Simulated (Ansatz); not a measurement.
# Y2COS MXene bilayer (AA) in a perpendicular field, part 2 of 3

Wanted: the out-of-plane response of the Y2COS MXene bilayer (AA). A positive field points along +c.

Ansatz 0.2.0; plane-wave DFT, RPBE-D3(BJ), Ansatz PAW.

So far. Step 2 (Relaxing the slab): The lattice constant a goes from 3.478 to 3.485 Å.

## Step 3: Single point, field 0

A sawtooth potential applies the field, turning back in the middle of the vacuum. With the dipole correction the typed value is the field outside the slab. The induced dipole is small, so the SCF threshold is tight.

The cell differs from the one that the last finished run ended in (c 53.289 → 30.845 Å).

The input, input.yaml:

```yaml
crystal:
  lattice:
    - [3.4848064959, 0.0, 0.0]
    - [-1.7424032479, 3.0179309527, 0.0]
    - [0.0, 0.0, 30.8445880049]
  atoms:
    - { symbol: S, position: [0.3333333333, 0.6666666667, 0.2917853854] }
    - { symbol: "Y", position: [0.6666666667, 0.3333333333, 0.3461356103] }
    - { symbol: C, position: [0.0, 0.0, 0.3867055593] }
    - { symbol: "Y", position: [0.3333333333, 0.6666666667, 0.440786628] }
    - { symbol: O, position: [0.6666666667, 0.3333333333, 0.4612137214] }
    - { symbol: S, position: [0.3333333333, 0.6666666667, 0.5337898075] }
    - { symbol: "Y", position: [0.6666666667, 0.3333333333, 0.58794611] }
    - { symbol: C, position: [0.0, 0.0, 0.6292671198] }
    - { symbol: "Y", position: [0.3333333333, 0.6666666667, 0.6828782084] }
    - { symbol: O, position: [0.6666666667, 0.3333333333, 0.7082146146] }
kpoints:
  mp_grid: { grid: [18, 18, 1] }
  band_path:
    path: [[0, 0, 0], [0.5, 0, 0], [0.33333333, 0.33333333, 0], [0, 0, 0]]
    npoints: 16
hamiltonian:
  xc: rpbe
  dispersion: d3bj
scf:
  occupations: { method: fermi_dirac, width: 0.05 }
  convergence: { dr2_threshold: 1.0e-10 }
efield:
  axis: 3
  dipole_correction: true
  ramp_position: 0.97
  ramp_width: 0.06
  amplitude: 0
output:
  dos: { projected: true, e_range: [-6, 5] }
  bader: true
  write_potential: true
  write_density: true
  volumetric_format: npy
  elf: true
```

Command:

```bash
> ansatz run input.yaml --threads 4 --pin off --max-ram 6144MiB --backend cpu --events-out ev --progress --plain --runs-dir out
```

Numbers of over 12 decimals in the logs are rounded to 6 here.

The log of the run:

```text
[...]
Crystal: 10 atoms, lattice volume = 324.390 Å³
Basis set: ecut = 420 eV, 6313 PW (Γ)
Bands: 48, of which v1, the nominal top of the filled ones, is band 38 counted from 1 (37 counted from 0)
Symmetry: 6 space group operations
[...]
k-points: 37 of 324 (time reversal used)
[...]
SCF iter   1: F=—  HF=-18898.235420 eV  |F-HF|=—  |Δ(HF+E_count)|=         —  Δρ=2.60e-2  dr2=9.05e1  ethr=1.77e-3  p=0.161 e·Å  D=9.01e-2 V/Å  ΔV_dip=-2.78 eV  dr2_dipole=5.09e1  V_vac-E_F(+/−)=4.84/7.62 eV  ⟨swp⟩=8.8  Hψ=8547  notcnv=0  defer=57
efield: sawtooth ramp at fractional position 0.9700 (set: `efield.ramp_position`, or a place that a band, a saddle search or an elastic batch's reference lends), width 0.0600; the density the first Hamiltonian is built on has a dipole p = 0.161 e·Å; the dipole correction subtracts the counter field D = 9.01e-2 V/Å, which shifts the + side's vacuum level by -2.78 eV against the − side's; the planar-averaged density in the ramp window peaks in size at 5.9e-6 e/Å³
[...]
SCF iter   2: F=—  HF=-18899.594643 eV  |F-HF|=—  |Δ(HF+E_count)|=    1.36e0  Δρ=4.86e-2  dr2=2.11e2  ethr=1.77e-3  p=-0.105 e·Å  D=-5.87e-2 V/Å  ΔV_dip=1.81 eV  dr2_dipole=1.19e2  V_vac-E_F(+/−)=7.26/5.45 eV  ⟨swp⟩=4.2  Hψ=3032  notcnv=0  defer=100  recentre
[...]
SCF iter  18: F=-18897.238493 eV  HF=-18897.238493 eV  |F-HF|=1.46e-11  |Δ(HF+E_count)|=  2.22e-10  Δρ=9.22e-8  dr2=4.00e-11  ethr=1.00e-12  p=0.034 e·Å  D=1.87e-2 V/Å  ΔV_dip=-0.58 eV  dr2_dipole=3.41e-12  V_vac-E_F(+/−)=5.99/6.57 eV  ⟨swp⟩=17.4  Hψ=5585  notcnv=0
SCF 1 converged in 18 iterations: F = -18897.238493 eV  dr2 = 4.00e-11
[...]
NSCF: frozen V_eff on 49 k-points
efield: sawtooth ramp at fractional position 0.9700 (kept from the solve that this one continues, or follows in the run), width 0.0600; the density the first Hamiltonian is built on has a dipole p = 0.034 e·Å; the dipole correction subtracts the counter field D = 1.87e-2 V/Å, which shifts the + side's vacuum level by -0.58 eV against the − side's; the planar-averaged density in the ramp window peaks in size at 6.6e-7 e/Å³
WARN: The output density's exchange-correlation potential varies sharply where the density is thin. Do not read a vacuum level from v_tot or v_xc, or from such a field of the output density. On a cell that repeats whose density bears no net charge and no dipole along the vacuum's axis use v_es (v_loc + v_h of the components); under efield.dipole_correction with no amplitude use v_es + v_field, which holds any externa [...]
SCF converged after 18 iterations
Free energy (F): -18897.238493 eV
[...]
Internal energy: -18897.159625 eV  (E = F + TS)
E sigma→0 (E₀):  -18897.199059 eV
Entropy (-TS):   -0.078868 eV (-7.887 meV/atom)
Fermi energy:    1.538403 eV
Dipole field:    D = 0.018743 V/Å  (p = 0.033601 e·Å, saw-weighted, corrected)
Work function:   Φ+ = 5.9891 eV   Φ− = 6.5672 eV
Levels:          The Fermi level and band energies are counted from a zero that moves with the ramp; work functions are not
[...]
--- Band table (eV; the first three rows and the last of 37) ---
  k-point 0: bands = [... 34 lower, 1.2107, 1.8830, 2.4331, 2.4331, 2.4582, 2.4582, 5.5741, 5.8374, ... 6 higher]
  k-point 1: bands = [... 34 lower, 1.3790, 1.8686, 2.2653, 2.2940, 2.3610, 2.4052, 5.5747, 5.7524, ... 6 higher]
  k-point 2: bands = [... 34 lower, 1.5375, 1.6874, 1.8388, 2.0628, 2.1927, 2.2590, 5.4180, 5.5551, ... 6 higher]
  k-point 36: bands = [... 34 lower, 0.2614, 0.2789, 0.8725, 0.9635, 1.1425, 1.4751, 5.8218, 6.1688, ... 6 higher]
--- Bader charges: 10 sites ---
  site symbol  charge [e]  shift [e]
     0      S     -0.7898     0.0001
     1      Y      1.7161     0.0002
     2      C     -1.5438     0.0001
     3      Y      1.9719     0.0004
     4      O     -1.2428     0.0004
     5      S     -0.8983     0.0001
     6      Y      1.7252     0.0002
     7      C     -1.6155     0.0001
     8      Y      1.9866     0.0002
     9      O     -1.3098     0.0002
  estimated error of the sums over rays = 8.4e-4 e
```

Run time: 51 s. Hardware: 4 threads of Arm Neoverse V2, shared host; peak memory 1.1 GiB.

Numbers from this step:

```
energy at zero smearing        : -18897.1991 eV
work function, upper face      : 5.989 eV
work function, lower face      : 6.567 eV
dipole along the normal        : 0.03360 e·Å
step between the vacuum levels : -0.5781 eV
```

Running mean over a fixed 2.7 Å (it still follows the layers) of the planar mean; the ramp of the sawtooth is left out. Electron's electrostatic potential energy less the Fermi level against z:

z (Å), electron's electrostatic potential energy less the Fermi level (eV) and a bar from the least value:
```
        4       6.57 ##############################
        5       6.57 ##############################
        6       6.54 ##############################
        7       5.93 #############################
        8       2.20 #####################
        9      -2.17 ############
       10      -7.14 #
       11      -7.47 #
       12      -6.44 ###
       13      -7.81 
       14      -6.16 ###
       15      -3.18 ##########
       16      -0.88 ##############
       17      -5.63 #####
       18      -7.40 #
       19      -6.83 ##
       20      -6.59 ###
       21      -7.09 ##
       22      -4.01 ########
       23       2.58 ######################
       24       5.81 ############################
       25       5.98 #############################
       26       5.99 #############################
       27       5.99 #############################
```

The density of states has structure finer than the step of the table below, so its rows give means over 0.2 eV, whole bins alone (the curve runs from -6 to 1.99 eV). Peaks (eV: height): -2.88: 17.2, -2.75: 18.5, -2.50: 23.9, -2.28: 22.0, -1.86: 16.0, -1.56: 17.7, -0.05: 16.6.

Table of density of states by energy, zero at the Fermi level; means over each step:

energy (eV), density of states (states/eV a cell) and a bar:
```
     -4.2        0.0 
     -4.0        0.9 ##
     -3.8        1.8 ####
     -3.6        4.7 ############
     -3.4        5.2 #############
     -3.2        4.7 ############
     -3.0        8.7 #####################
     -2.8        9.6 ########################
     -2.6        8.9 ######################
     -2.4       12.2 ##############################
     -2.2        9.9 ########################
     -2.0        7.9 ###################
     -1.8       10.8 ##########################
     -1.6        8.3 ####################
     -1.4        7.5 ##################
     -1.2        8.0 ####################
     -1.0        9.9 ########################
     -0.8        9.9 ########################
     -0.6        7.1 #################
     -0.4        8.7 #####################
     -0.2        6.9 #################
      0.0       10.1 #########################
      0.2        9.4 #######################
      0.4        3.4 ########
      0.6        1.5 ####
      0.8        1.0 ##
      1.0        0.0 
      1.2        0.0
```

Projected DOS per atom over height of the atomic layer and energy from the Fermi level. Layers: S Y C Y O S Y C Y O from below.

Ten even steps from '_' (0.00 states/eV) to '@' (3.35 states/eV), each cell a mean:
```
____________________
____________________
____________________
____________________
::__--____::__--____
--..##__..::..**__..
::..++__..::..**__..
==::==__..++::--____
++::--__..==::==__..
**::::__::++::::__::
==..::..----......%%
==......--..__..::@@
--..__..**--....::##
::..__..**::....::++
______::++::______..
______::==::________
____________________
____________________
____________________
____________________
____________________
____________________
```
Columns: height of the atomic layer (Å) from 9 to 21.8 (not evenly spaced); rows upwards: energy from the Fermi level (eV) from -5.96 to 1.96.

Electronic bands along the path, in eV, zero at the Fermi level:

| point | band 35 | band 36 | band 37 | band 38 | band 39 | band 40 | band 41 | band 42 |
| --- | --- | --- | --- | --- | --- | --- | --- | --- |
| Γ | -0.33 | 0.34 | 0.89 | 0.89 | 0.92 | 0.92 | 4.04 | 4.30 |
| halfway | -0.78 | -0.52 | 0.03 | 0.19 | 0.25 | 0.33 | 3.13 | 3.37 |
| M | -1.00 | -0.81 | -0.37 | -0.26 | 0.21 | 0.28 | 2.59 | 2.85 |
| halfway | -0.91 | -0.90 | -0.59 | -0.49 | -0.13 | -0.06 | 3.38 | 3.57 |
| K | -1.28 | -1.26 | -0.67 | -0.57 | -0.40 | -0.06 | 4.28 | 4.63 |
| halfway | -0.73 | -0.62 | -0.19 | -0.11 | 0.04 | 0.25 | 3.70 | 3.90 |
| Γ | -0.33 | 0.34 | 0.89 | 0.89 | 0.92 | 0.92 | 4.04 | 4.30 |

Electrostatic potential energy in the ca plane at fractional y = 0.333, with atoms of Y and O within 0.2 Å of it. With pseudopotentials it is smooth inside the atoms' cores, unlike the true potential.

Ten even steps from '0' (-45 eV) to '9' (8 eV), each cell a mean:
```
88899999998754578998888899999999999999999999
85348999987300147899985359999999999999999999
82016999986100027899971018999999999999999999
83027999986200037899972028999999999999999999
87679999998521368999987689999999999999999999
88899999998876788998888899999999999999999999
77789999888888899988767899999999999999999999
66789998888999999988767899999999999999999999
77889999888888889988777899999999999999999999
```
Columns run along c (16.0 Å, from fractional 0.44 to 0.95 of the cell; values clipped at the 3rd and 97th percentile), rows up along a (3.5 Å). Atoms in or near the plane, at fractional coordinates: O at (0.46, 0.67), Y at (0.59, 0.67), O at (0.71, 0.67).

ELF in the ca plane at fractional y = 0.333, with atoms of Y and O within 0.2 Å of it. It is the smooth field of the valence electrons, not physical close to the nuclei.

Ten even steps from '0' (0.00) to '9' (0.84), each cell a mean:
```
14674114652367522420025786420000000000000000
69998301112899961111379999631000000000000000
88479500003985982011597489731000000000000000
89789400003997982011488799631000000000000000
47997202321599841220158998521000000000000000
11332026874123224531012454210000000000000000
33100168998411268741332000000000000000000000
54200269998511478841453000000000000000000000
21110147986211136731121122100000000000000000
```
Columns run along c (16.0 Å, from fractional 0.44 to 0.95 of the cell), rows up along a (3.5 Å). Atoms in or near the plane, at fractional coordinates: O at (0.46, 0.67), Y at (0.59, 0.67), O at (0.71, 0.67).

Valence density in the ca plane at fractional y = 0.333, with atoms of Y and O within 0.2 Å of it. It is the smooth field of the valence electrons, not physical close to the nuclei.

Ten steps, logarithmic in the rise over the least value, from '0' (0.0 e/Å³) to '9' (6.9 e/Å³), each cell a mean:
```
00000012223355543222234542112233455432222234
00000001123578763211357874211124788742112357
00000000113688874212369985211125888852112479
00000001113688874211368984211125788752112469
00000001222467753222246653111223677632212346
00000012333334433322233321122333344333222333
00000023443322233333343211123443222333333443
00000023443322233333443211133443222333333443
00000012333322333332333221123333223333323333
```
Columns run along c (16.0 Å, from fractional 0.19 to 0.71 of the cell), rows up along a (3.5 Å). Atoms in or near the plane, at fractional coordinates: Y at (0.35, 0.67), O at (0.46, 0.67), Y at (0.59, 0.67), O at (0.71, 0.67).

The work function of the upper face is 5.99 eV.

## Step 4: Single point, field 0.03 V/Å

input.yaml, as its differences from that of step 3:

```diff
@@ -32,6 +32,4 @@
   ramp_width: 0.06
-  amplitude: 0
+  amplitude: 0.03
 output:
-  dos: { projected: true, e_range: [-6, 5] }
-  bader: true
   write_potential: true
@@ -39,2 +37 @@
   volumetric_format: npy
-  elf: true
```

The log of the run:

```text
[...]
Crystal: 10 atoms, lattice volume = 324.390 Å³
Basis set: ecut = 420 eV, 6313 PW (Γ)
Bands: 48, of which v1, the nominal top of the filled ones, is band 38 counted from 1 (37 counted from 0)
Symmetry: 6 space group operations
[...]
k-points: 37 of 324 (time reversal used)
[...]
k-point 0: bands = [... 34 lower, 1.2064, 1.8788, 2.4289, 2.4289, 2.4539, 2.4539, 5.5716, 5.8326, ... 6 higher]
  k-point 1: bands = [... 34 lower, 1.3747, 1.8644, 2.2610, 2.2897, 2.3567, 2.4009, 5.5720, 5.7475, ... 6 higher]
  k-point 2: bands = [... 34 lower, 1.5336, 1.6827, 1.8344, 2.0587, 2.1884, 2.2547, 5.4149, 5.5506, ... 6 higher]
  k-point 36: bands = [... 34 lower, 0.2584, 0.2736, 0.8688, 0.9598, 1.1397, 1.4715, 5.8182, 6.1673, ... 6 higher]
[key lines of the parts left out:]
SCF converged after 21 iterations
Free energy (F): -18897.239877 eV
Fermi energy:    1.534479 eV
Dipole field:    D = 0.032700 V/Å  (p = 0.058622 e·Å, saw-weighted, corrected)
```

Elapsed: 46 s, on 4 threads; peak memory 1 GiB.

The dipole is 0.0586 e·Å, 0.0250 e·Å from its value without field.

## Step 5: Atoms held, field -0.03 V/Å

input.yaml, as its differences from that of step 4:

```diff
@@ -32,3 +32,3 @@
   ramp_width: 0.06
-  amplitude: 0.03
+  amplitude: -0.03
 output:
```

The log of the run:

```text
[...]
Crystal: 10 atoms, lattice volume = 324.390 Å³
Basis set: ecut = 420 eV, 6313 PW (Γ)
Bands: 48, of which v1, the nominal top of the filled ones, is band 38 counted from 1 (37 counted from 0)
Symmetry: 6 space group operations
[...]
k-points: 37 of 324 (time reversal used)
[...]
k-point 0: bands = [... 34 lower, 1.2149, 1.8871, 2.4374, 2.4374, 2.4624, 2.4624, 5.5764, 5.8420, ... 6 higher]
  k-point 1: bands = [... 34 lower, 1.3834, 1.8729, 2.2695, 2.2982, 2.3652, 2.4094, 5.5774, 5.7571, ... 6 higher]
  k-point 2: bands = [... 34 lower, 1.5414, 1.6921, 1.8432, 2.0668, 2.1969, 2.2632, 5.4211, 5.5597, ... 6 higher]
  k-point 36: bands = [... 34 lower, 0.2641, 0.2844, 0.8761, 0.9672, 1.1451, 1.4787, 5.8253, 6.1702, ... 6 higher]
[key lines of the parts left out:]
SCF converged after 21 iterations
Free energy (F): -18897.237860 eV
Fermi energy:    1.542292 eV
Dipole field:    D = 0.004789 V/Å  (p = 0.008584 e·Å, saw-weighted, corrected)
```

Elapsed: 46 s, on 4 threads; peak memory 1 GiB; 3 min of CPU time.

The dipole is 0.00858 e·Å, -0.0250 e·Å from its value without field.

## Step 6: Single point, field 0.15 V/Å

input.yaml, as its differences from that of step 5:

```diff
@@ -32,3 +32,3 @@
   ramp_width: 0.06
-  amplitude: -0.03
+  amplitude: 0.15
 output:
```

The log of the run:

```text
[...]
Crystal: 10 atoms, lattice volume = 324.390 Å³
Basis set: ecut = 420 eV, 6313 PW (Γ)
Bands: 48, of which v1, the nominal top of the filled ones, is band 38 counted from 1 (37 counted from 0)
Symmetry: 6 space group operations
[...]
k-points: 37 of 324 (time reversal used)
[...]
k-point 0: bands = [... 34 lower, 1.1889, 1.8617, 2.4114, 2.4114, 2.4366, 2.4366, 5.5603, 5.8121, ... 6 higher]
  k-point 1: bands = [... 34 lower, 1.3568, 1.8469, 2.2437, 2.2725, 2.3393, 2.3836, 5.5601, 5.7274, ... 6 higher]
  k-point 2: bands = [... 34 lower, 1.5176, 1.6635, 1.8163, 2.0420, 2.1711, 2.2374, 5.4018, 5.5317, ... 6 higher]
  k-point 36: bands = [... 34 lower, 0.2415, 0.2567, 0.8538, 0.9444, 1.1286, 1.4567, 5.8035, 6.1608, ... 6 higher]
[key lines of the parts left out:]
SCF converged after 21 iterations
Free energy (F): -18897.252916 eV
Fermi energy:    1.518475 eV
Dipole field:    D = 0.088529 V/Å  (p = 0.158704 e·Å, saw-weighted, corrected)
```

Wall time 46 s (4 threads); peak memory 1 GiB.

The dipole is 0.159 e·Å, 0.125 e·Å from its value without field.

## Step 7: Atoms held, field 0.25 V/Å

input.yaml, as its differences from that of step 6:

```diff
@@ -32,3 +32,3 @@
   ramp_width: 0.06
-  amplitude: 0.15
+  amplitude: 0.25
 output:
```

The log of the run:

```text
[...]
Crystal: 10 atoms, lattice volume = 324.390 Å³
Basis set: ecut = 420 eV, 6313 PW (Γ)
Bands: 48, of which v1, the nominal top of the filled ones, is band 38 counted from 1 (37 counted from 0)
Symmetry: 6 space group operations
[...]
k-points: 37 of 324 (time reversal used)
[...]
k-point 0: bands = [... 34 lower, 1.1739, 1.8470, 2.3964, 2.3964, 2.4218, 2.4218, 5.5497, 5.7928, ... 6 higher]
  k-point 1: bands = [... 34 lower, 1.3414, 1.8320, 2.2288, 2.2577, 2.3244, 2.3687, 5.5493, 5.7094, ... 6 higher]
  k-point 2: bands = [... 34 lower, 1.5038, 1.6471, 1.8009, 2.0278, 2.1562, 2.2226, 5.3903, 5.5153, ... 6 higher]
  k-point 36: bands = [... 34 lower, 0.2224, 0.2471, 0.8409, 0.9312, 1.1189, 1.4440, 5.7907, 6.1548, ... 6 higher]
[key lines of the parts left out:]
SCF converged after 21 iterations
Free energy (F): -18897.272959 eV
Fermi energy:    1.504754 eV
Dipole field:    D = 0.135067 V/Å  (p = 0.242134 e·Å, saw-weighted, corrected)
```

It took 45 s on 4 threads; peak memory 1 GiB; 3 min of CPU time.

The dipole is 0.242 e·Å, 0.209 e·Å from its value without field.

## Step 8: Single point, field -0.25 V/Å

input.yaml, as its differences from that of step 7:

```diff
@@ -32,4 +32,6 @@
   ramp_width: 0.06
-  amplitude: 0.25
+  amplitude: -0.25
 output:
+  dos: { projected: true, e_range: [-6, 5] }
+  bader: true
   write_potential: true
@@ -37 +39,2 @@
   volumetric_format: npy
+  elf: true
```

The log of the run:

```text
[...]
Crystal: 10 atoms, lattice volume = 324.390 Å³
Basis set: ecut = 420 eV, 6313 PW (Γ)
Bands: 48, of which v1, the nominal top of the filled ones, is band 38 counted from 1 (37 counted from 0)
Symmetry: 6 space group operations
[...]
k-points: 37 of 324 (time reversal used)
[...]
--- Bader charges: 10 sites ---
  site symbol  charge [e]  shift [e]
     0      S     -0.7752     0.0001
     1      Y      1.7151     0.0002
     2      C     -1.5425     0.0001
     3      Y      1.9719     0.0004
     4      O     -1.2426     0.0004
     5      S     -0.8985     0.0001
     6      Y      1.7257     0.0002
     7      C     -1.6202     0.0001
     8      Y      1.9856     0.0002
     9      O     -1.3193     0.0002
  estimated error of the sums over rays = 8.4e-4 e
[key lines of the parts left out:]
SCF converged after 19 iterations
Free energy (F): -18897.256151 eV
Fermi energy:    1.569838 eV
Dipole field:    D = -0.097542 V/Å  (p = -0.174862 e·Å, saw-weighted, corrected)
```

It took 57 s on 4 threads; peak memory 1 GiB; 3.8 min of CPU time.

The dipole is -0.175 e·Å, -0.208 e·Å from its value without field.

(Part 2 of 3 ends here.)

[Logs are printed without paths, hosts, clocks, repeated set-up lines and the standing remarks that a program may print on its own settings, such as how far it seeks lower states.]

[Hosts, paths, dates, database ids (printed as entryN), source tags and the programs' standing remarks are cut or masked in the printed files.]

[Maps of the electrostatic potential energy from Ansatz leave out the sawtooth potential of an applied field or a dipole correction, so their vacuum need not be flat; planar profiles and work functions include it.]

[The density of states shown here was stored with 400 of the rows of the run's finer table, so its peaks can read low, often by over a quarter, or be missed, and its means over a window can be off by a tenth or more.]
